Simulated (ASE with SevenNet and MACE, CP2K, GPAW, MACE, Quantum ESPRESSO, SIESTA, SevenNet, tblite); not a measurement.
## Machine-learned potentials on random wurtzite alloy of AlN and GaN (72 atoms): settings against a plane-wave reference

Aim: run random wurtzite alloy of AlN and GaN (72 atoms) in machine-learned potentials and see how near its forces come to a plane-wave reference, and at what cost.

Method: the method is named at each step, in ASE with SevenNet and MACE.

## 1. Starting point

The cell holds 72 atoms: 32 Al, 36 N and 4 Ga. Cell: a = 9.362 Å, b = 9.362 Å, c = 10.009 Å, α = 90.0°, β = 90.0°, γ = 120.0°. It derives from AlN (wurtzite), repeated 3×3×2. Wurtzite AlN, 3 x 3 x 2 conventional cells, 4 of 36 Al sites given to Ga at random (x = 0.111), lattice by Vegard's rule (a = 3.121 Å, c = 5.005 Å); not relaxed, displaced by a Gaussian of 0.02 Å. Then every atom was moved at random, 0.03 Å r.m.s. a Cartesian component.

The yardstick, on the same geometry:

| Property | Result |
| --- | --- |
| method | Kohn-Sham DFT, PBE, SSSP efficiency 1.3.0 pseudopotentials, plane waves (Quantum ESPRESSO 7.5); sssp-pbe-1.3.0-efficiency, cutoffs 70/560 Ry, Γ point |
| r.m.s. force component | 0.9384 eV/Å |
| longest force | 3.495 eV/Å |
| pressure | 5.472 GPa |
| gap (highest filled to lowest empty level) | 3.711 eV |
| time | 3.2 min on 4 MPI ranks of Arm Neoverse V2, shared host |
| CPU time | 13 min |

## 2. SevenNet l3i5 potential

Method: machine-learned interatomic potential SevenNet l3i5, trained on PBE(+U) plane-wave data.

Contents of run.py:

```python
import numpy as np
from ase.io import read
import mlip  # loads the published weights by name

atoms = read("structure.xyz")
atoms.calc = mlip.calc("7net-l3i5")
energy = atoms.get_potential_energy()
forces = atoms.get_forces()
print(f"energy {energy:.6f} eV")
print("forces (eV/A)")
for i, (a, f) in enumerate(zip(atoms, forces)):
    print(f"{i:4d} {a.symbol:2s} {f[0]:10.5f} {f[1]:10.5f} {f[2]:10.5f}")
stress = -atoms.get_stress(voigt=False) * 160.21766
print("stress (GPa, compression positive)")
for row in stress:
    print(" ".join(f"{x:10.4f}" for x in row))
```

Contents of structure.xyz:

```xyz
72
Lattice="9.36180 0.00000 0.00000 -4.68090 8.10756 0.00000 0.00000 0.00000 10.00920" Properties=species:S:1:pos:R:3 pbc="T T T"
Al 9.34364 0.03146 0.01481
N -0.02958 1.76534 0.58424
Al 0.01095 1.84317 2.50350
N 9.29870 0.06908 3.06652
Al 9.34883 0.01257 5.01431
N -0.04264 1.79445 5.54460
Al -0.02233 1.81439 7.55524
N 9.34359 0.01938 8.13358
Al -1.58205 2.78689 0.05265
N -1.59104 4.46337 0.58324
Al -1.56183 4.49889 2.48709
N -1.54605 2.70363 3.09935
Ga 7.78738 2.72649 4.97707
N -1.53899 4.49564 5.63088
Al -1.57494 4.50667 7.49369
N 7.80549 2.69463 8.04980
Al 6.22958 5.35156 0.04214
N -3.09932 7.18930 0.59315
Al -3.15656 7.20122 2.52212
N 6.19363 5.41415 3.09294
Al 6.16610 5.33907 5.03303
N -3.10147 7.19432 5.61286
Al -3.06136 7.18743 7.44574
N 6.15955 5.45809 8.05791
Al -1.55832 8.09986 0.01251
N 3.12693 1.78528 0.54961
Al 3.17112 1.80393 2.47978
N 3.09262 0.01046 3.11997
Al -1.55499 8.06929 4.98048
N 3.18095 1.77750 5.56351
Al 3.12492 1.80709 7.54544
N -1.63157 8.09994 8.11376
Al 1.63363 2.64209 0.00711
N 1.59623 4.52767 0.53649
Al 1.52625 4.47813 2.48528
N 1.56890 2.75276 3.14679
Al 1.59787 2.69917 5.01811
N 1.54648 4.57088 5.51877
Al 1.52246 4.53610 7.54714
N 1.59815 2.66398 8.01907
Al -0.02036 5.37556 9.95965
N -0.02186 7.20235 0.61326
Al 0.01437 7.21921 2.48729
N 0.00899 5.44406 3.08674
Al 0.01259 5.40766 5.02482
N -0.04601 7.23365 5.63318
Ga 0.00637 7.24702 7.50860
N -0.00487 5.45363 8.06631
Ga 6.24395 0.04670 0.03153
N 6.21675 1.80807 0.55241
Al 6.29572 1.81626 2.49619
N 1.58870 8.06637 3.12908
Al 6.22195 0.08902 5.05495
N 6.18375 1.79745 5.63198
Al 6.26042 1.77604 7.53773
N 6.25200 0.02416 8.10285
[... 12 atom lines left out ...]
Al 3.17534 5.34467 4.99009
N 3.12450 7.16725 5.52638
Al 3.12268 7.24905 7.49689
N 3.14954 5.41642 8.14999
```

Started as:

```sh
OMP_NUM_THREADS=1 python run.py > output.txt
```

The log of the run:

```text
energy -522.056274 eV
forces (eV/A)
   0 Al    0.21838   -1.48462   -0.16856
   1 N     0.55422    2.00133    0.25562
   2 Al    0.40597   -0.51689    0.11024
   3 N     2.27520   -0.14422    0.83883
   4 Al   -0.01911   -0.46204   -0.43997
   5 N     1.66364   -0.08057    1.33172
   6 Al    0.57151   -0.65652   -1.15506
   7 N     0.32608   -0.03349   -0.61975
   8 Al    0.48686   -2.96934   -1.70796
   9 N     0.54929    1.62848    0.49952
  10 Al    0.08105    0.90353    0.90273
  11 N    -0.26567    0.76249   -1.77061
  12 Ga   -0.25118   -0.48683    0.95039
  13 N    -0.73144    1.23433   -0.51293
  14 Al   -0.52403    0.23128    0.18643
  15 N    -0.36829    0.92782    1.56529
  16 Al   -0.76964    1.59336   -1.04630
  17 N    -0.49041   -0.09629    0.38639
  18 Al   -0.04271    0.73396   -0.28151
  19 N     1.07698   -0.48840    0.22099
  20 Al    1.79428    1.37202   -0.38762
  21 N    -0.57175   -0.11981   -1.15614
  22 Al   -1.70871    0.60367    1.00962
  23 N     1.33967   -1.59994    0.91915
[...]
64 Al    0.32490    0.84638    0.26614
  65 N     1.00201   -0.43448   -1.61801
  66 Ga   -0.44338    0.20813    0.58706
  67 N    -0.10087   -2.22149   -0.32237
  68 Al   -1.73374    1.65676   -0.47146
  69 N    -0.23654    0.74030    1.56142
  70 Al    0.53601   -0.85499   -0.42157
  71 N    -1.15392    0.21333   -1.06807
stress (GPa, compression positive)
    4.6263     0.0909     0.3938
    0.0909     5.6454    -0.0551
    0.3938    -0.0551     4.1629
```

The job ended after 9.4 s (1 thread of Arm Neoverse V2, shared host; peak memory 1.5 GiB).

Banners, paths, timers and routine set-up lines are dropped from the logs unmarked, and long logs keep their key lines alone; longer cuts are marked.

Against the reference:

```yaml
r_m_s_force_component: 0.9366 eV/Å
r_m_s_difference_of_force_components: 51.1 meV/Å
longest_difference_of_force_vectors: 219.8 meV/Å
force_difference_over_r_m_s_force: 5.445 %
slope_of_forces_against_the_reference_s: 0.9966
correlation_of_force_components: 0.9985
pressure: 4.811 GPa
pressure_difference: -0.6605 GPa
```

Length of the force difference by element (eV/Å):

| element | atoms | mean | most |
| --- | --- | --- | --- |
| Al | 32 | 0.081 | 0.14 |
| Ga | 4 | 0.095 | 0.15 |
| N | 36 | 0.076 | 0.22 |

The surroundings of Al9, which bears the longest force, nearest first, numbered as they follow in the input and with coordinates relative to it.

| atom | x | y | z | distance (Å) | bonds | Fx | Fy | Fz (eV/Å) |
| --- | --- | --- | --- | --- | --- | --- | --- | --- |
| Al9 | 0.00 | 0.00 | 0.00 | 0.00 | 4 | 0.49 | -2.97 | -1.71 |
| N10 | -0.01 | 1.68 | 0.53 | 1.76 | 4 | 0.55 | 1.63 | 0.50 |
| N50 | -1.56 | -0.98 | 0.50 | 1.91 | 4 | 0.39 | 2.10 | 1.10 |
| N2 | 1.55 | -1.02 | 0.53 | 1.93 | 4 | 0.55 | 2.00 | 0.26 |
| N16 | 0.03 | -0.09 | -2.01 | 2.01 | 4 | -0.37 | 0.93 | 1.57 |
| Al11 | 0.02 | 1.71 | 2.43 | 2.98 | 4 | 0.08 | 0.90 | 0.90 |
| Al17 | -1.55 | 2.56 | -0.01 | 3.00 | 4 | -0.77 | 1.59 | -1.05 |
| Al51 | -1.48 | -0.97 | 2.44 | 3.02 | 4 | -0.88 | -1.18 | 0.17 |
| Al41 | 1.56 | 2.59 | -0.10 | 3.02 | 4 | 0.52 | 0.83 | 0.72 |

Atoms are counted from 1 here, from 0 in the log.

Forces lie 5.4 % from the reference's, at 0.012 times its CPU time (on 1 against 4 cores).

## 3. MACE MP-0b3 medium potential

Method: machine-learned interatomic potential MACE MP-0b3 medium, trained on PBE(+U) plane-wave data.

run.py, as its differences from that of step 2:

```diff
@@ -5,3 +5,3 @@
 atoms = read("structure.xyz")
-atoms.calc = mlip.calc("7net-l3i5")
+atoms.calc = mlip.calc("mace-mp-0b3-medium")
 energy = atoms.get_potential_energy()
```

structure.xyz is that of step 2.

The log of the run:

```text
energy -521.368168 eV
forces (eV/A)
   0 Al    0.28464   -1.38614   -0.16556
   1 N     0.50161    1.81412    0.26244
   2 Al    0.32201   -0.39821    0.11410
   3 N     2.09098   -0.15642    0.74657
   4 Al    0.07206   -0.39034   -0.47164
   5 N     1.63067   -0.13196    1.28462
   6 Al    0.57600   -0.57241   -1.17953
   7 N     0.33291   -0.10079   -0.58706
   8 Al    0.45759   -2.90975   -1.55392
   9 N     0.47911    1.67277    0.49451
  10 Al    0.03775    0.80400    0.83055
  11 N    -0.21575    0.63249   -1.70962
  12 Ga   -0.25143   -0.42864    0.84071
  13 N    -0.65441    1.31413   -0.50383
  14 Al   -0.45680    0.27182    0.17019
  15 N    -0.34531    0.82257    1.57658
  16 Al   -0.67988    1.48131   -1.03624
  17 N    -0.60501   -0.12867    0.39631
  18 Al   -0.00194    0.67061   -0.26770
  19 N     0.95065   -0.40686    0.29143
  20 Al    1.82537    1.29417   -0.41504
  21 N    -0.51376   -0.10482   -1.13900
  22 Al   -1.62613    0.59656    0.99342
  23 N     1.21018   -1.47685    0.96240
[...]
64 Al    0.33449    0.71363    0.25664
  65 N     0.99862   -0.44154   -1.46952
  66 Ga   -0.44376    0.19889    0.60866
  67 N    -0.15173   -2.04875   -0.33038
  68 Al   -1.68982    1.55260   -0.50030
  69 N    -0.26649    0.69588    1.49864
  70 Al    0.40364   -0.81733   -0.31977
  71 N    -1.09770    0.31255   -0.95522
stress (GPa, compression positive)
    4.7962     0.1471     0.3442
    0.1471     5.8670    -0.0426
    0.3442    -0.0426     3.7159
```

Wall time 7.5 s (1 thread); peak memory 1.2 GiB.

Against the reference:

```
r.m.s. force component                  : 0.8884 eV/Å
r.m.s. difference of force components   : 80.99 meV/Å
longest difference of force vectors     : 220.4 meV/Å
force difference over r.m.s. force      : 8.631 %
slope of forces against the reference's : 0.9445
correlation of force components         : 0.9976
pressure                                : 4.793 GPa
pressure difference                     : -0.679 GPa
```

Against the first run (5.4 %), the force difference from the reference is 8.6 %, at 0.81 times the CPU time.

## 4. MACE MPA-0 medium potential

Method: machine-learned interatomic potential MACE MPA-0 medium, trained on PBE(+U) plane-wave data.

run.py, as its differences from that of step 3:

```diff
@@ -5,3 +5,3 @@
 atoms = read("structure.xyz")
-atoms.calc = mlip.calc("mace-mp-0b3-medium")
+atoms.calc = mlip.calc("mace-mpa-0-medium")
 energy = atoms.get_potential_energy()
```

structure.xyz is that of step 3.

The log of the run:

```text
energy -521.796203 eV
forces (eV/A)
   0 Al    0.19456   -1.60770   -0.24377
   1 N     0.49857    2.03811    0.29755
   2 Al    0.34538   -0.56915    0.22430
   3 N     2.27478   -0.01990    0.77832
   4 Al   -0.01472   -0.45228   -0.50611
   5 N     1.69072   -0.02638    1.33966
   6 Al    0.58127   -0.75310   -1.26830
   7 N     0.36337   -0.06958   -0.55921
   8 Al    0.45881   -3.18342   -1.70566
   9 N     0.52733    1.64031    0.54612
  10 Al    0.10120    0.84779    1.03282
  11 N    -0.25611    0.78431   -1.90534
  12 Ga   -0.34190   -0.57722    0.86928
  13 N    -0.72958    1.29238   -0.40163
  14 Al   -0.53083    0.27196    0.08647
  15 N    -0.37226    0.98771    1.65314
  16 Al   -0.82253    1.72440   -1.13979
  17 N    -0.53392   -0.20830    0.46597
  18 Al   -0.07259    0.81918   -0.25054
  19 N     1.04609   -0.54741    0.21472
  20 Al    1.94257    1.44024   -0.39397
  21 N    -0.50235   -0.18001   -1.19514
  22 Al   -1.79179    0.67636    0.95334
  23 N     1.29937   -1.62114    1.06088
[...]
64 Al    0.36194    0.99707    0.28438
  65 N     0.97955   -0.44037   -1.60628
  66 Ga   -0.45000    0.19585    0.49731
  67 N    -0.10458   -2.32692   -0.32335
  68 Al   -1.89339    1.77996   -0.60898
  69 N    -0.26351    0.72432    1.54671
  70 Al    0.48465   -0.78851   -0.48469
  71 N    -1.17627    0.23581   -0.91649
stress (GPa, compression positive)
    5.1894     0.1211     0.4309
    0.1211     6.1683    -0.0615
    0.4309    -0.0615     4.3969
```

Elapsed: 6.8 s, on 1 thread; peak memory 1.1 GiB.

Numbers from this run, and their distance from the reference:

| Property | Result |
| --- | --- |
| r.m.s. force component | 0.9691 eV/Å |
| r.m.s. difference of force components | 72.73 meV/Å |
| longest difference of force vectors | 216.2 meV/Å |
| force difference over r.m.s. force | 7.75 % |
| slope of forces against the reference's | 1.03 |
| correlation of force components | 0.9976 |
| pressure | 5.252 GPa |
| pressure difference | -0.2205 GPa |

Against the first run (5.4 %), the force difference from the reference is 7.8 %, at 0.75 times the CPU time.

## 5. The ladder

Differences are against the plane-wave reference, forces as r.m.s. over components; share is that over the reference's r.m.s. force, slope the least-squares factor from reference forces to these. Total energies of different programs have different zeros and aren't compared.

```csv
run,"Δ force, r.m.s. (meV/Å)",share (%),slope,Δ pressure (GPa),cores,CPU time,memory (GiB)
reference,-,-,-,-,4,13 min,3.4
SevenNet l3i5 potential,51.1,5.45,0.997,-0.660,1,8.9 s,1.5
MACE MP-0b3 medium potential,81.0,8.63,0.945,-0.679,1,7.3 s,1.2
MACE MPA-0 medium potential,72.7,7.75,1.030,-0.221,1,6.7 s,1.1
```

Times of the machine-learned potentials are mostly Python's start and the loading of weights.

CPU time is summed over cores on a shared host, where runs went side by side, so it is rough. Symmetry, cutoffs, thresholds, outputs and thread counts weren't matched or tuned between programs; memory under MPI is the largest rank's times the ranks.

## 6. Summary of results

| Property | Result |
| --- | --- |
| nearest in forces | SevenNet l3i5 potential, 5.4 % |
| its CPU time | 8.9 s |

What this shows: Machine-learned potentials differ by 5.4 % (SevenNet l3i5 potential) to 8.6 % (MACE MP-0b3 medium potential); they were trained on other programs' data. The reference's pressure holds the uncorrected Pulay stress of its 70 Ry basis, so small pressure differences, and their order, may be the reference's own error. Machine-learned potentials mimic data converged in k, so the reference's own k-point error enters their differences. The reference's stress is far from hydrostatic: its diagonal is 5.9, 6.9, 3.6 GPa, compression counted positive. The host structure and its lattice constant were typed by rule, without a check against the phase diagram. The reference's pressure of 5.5 GPa belongs to a cell and atoms that aren't relaxed at this level. The electronic-structure runs sample only Γ, in a cell whose shortest periodic width is 8 Å.

[Also dropped from logs without a mark: logging warnings of Python, and SIESTA's first energy breakdown and zero terms.]

[Logs are printed without paths, hosts, clocks, repeated set-up lines and the standing remarks that a program may print on its own settings, such as how far it seeks lower states.]

[Hosts, paths, dates, database ids (printed as entryN), source tags and the programs' standing remarks are cut or masked in the printed files.]
